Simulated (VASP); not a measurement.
Set up this calculation in VASP 6.6.1, as the native input.

| Quantity | Value |
| --- | --- |
| Task | relaxation of cell and atoms |
| Functional | LDA |
| Potentials or basis | VASP PAW LDA potentials, release 64 (Na_pv) |
| Cutoff | 600 eV |
| k mesh | 14 × 14 × 14 |
| Occupations | methfessel-paxton, width 0.1 eV |
| Spin | no spin polarisation |
| Further INCAR settings | ALGO = Normal; EDIFF = 1e-07; IBRION = 2; EDIFFG = -0.005; NSW = 90; ISIF = 3 |

The structure of Na lies in POSCAR:

```
Na                                      
1.0
   -2.0228751332      2.0228751332      2.0228751332
    2.0228751332     -2.0228751332      2.0228751332
    2.0228751332      2.0228751332     -2.0228751332
  Na            
     1
Direct
     0.0000000000000000    0.0000000000000000    0.0000000000000000
```

One way to write it, as run:

INCAR

```
PREC = Accurate
ENCUT = 600
EDIFF = 1E-7
ISMEAR = 1
SIGMA = 0.1
LREAL = False
LASPH = True
NELM = 80
ALGO = Normal
ISIF = 3
LWAVE = False
LCHARG = False
GGA = CA
IBRION = 2
NSW = 90
EDIFFG = -0.005
```

KPOINTS

```
Automatic mesh
0
Gamma
  14 14 14
```

Potentials or basis: VASP PAW LDA potentials, release 64 (Na_pv).

Run with:

```bash
$ cat potpaw_LDA.64/Na_pv/POTCAR > POTCAR
$ mpirun -np 1 vasp_std > vasp.out
```

Results of the run:

* Relaxed volume: 33.14 Å³/atom
* Relaxed cell: a = 3.505 Å, b = 3.505 Å, c = 3.505 Å, α = 109.47°, β = 109.47°, γ = 109.47°
* Space group after relaxing (to 0.05 Å): Im-3m (No. 229)
* Energy gained by relaxing: 0.0 meV/atom
* Ionic steps: 2
* Pressure after relaxing: 0.0 GPa
* Band gap on the k mesh: none (metal or under the smearing width)

It took 35 s on 1 thread of AMD EPYC 7R43 64-Core Processor (Zen 3) (shared host), peak memory 0.11 GiB.
